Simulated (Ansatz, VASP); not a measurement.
# F in VASP and in Ansatz

```
CELL_PARAMETERS angstrom
2.41244 0.00000 0.00000
0.00000 2.41244 0.00000
0.00000 0.00000 2.41244
ATOMIC_POSITIONS crystal
F 0.00000 0.00000 0.00000
```

Alike in both runs: task relaxation of cell and atoms; functional PBE; k mesh 17 × 17 × 17; occupations fermi-dirac, width 0.05 eV; no spin polarisation.

|  | VASP | Ansatz |
| --- | --- | --- |
| version | VASP 6.6.1 | Ansatz 0.2.0 |
| potentials or method | VASP PAW PBE potentials, release 64 (F) | PAW with Ansatz's default frozen-core files, scalar-relativistic |
| plane-wave cutoff (eV) | 600 | 420 |
| valence electrons in the cell | 7 | 7 |

|  | VASP | Ansatz | Ansatz less VASP |
| --- | --- | --- | --- |
| relaxed volume (Å³/atom) | 10.40 | 10.52 | +0.113 |
| relaxed cell length with the largest relative difference (Å) | 2.183 | 2.191 | +0.0079 |
| energy change over the relaxation (meV/atom) | -137 | -122 | +14.6 |

Caveats: the volume moved by over 15 % at a fixed basis, so the end points are rough (VASP); an odd number of electrons without spin polarisation forces a metal; a magnetic or distorted state may lie lower.
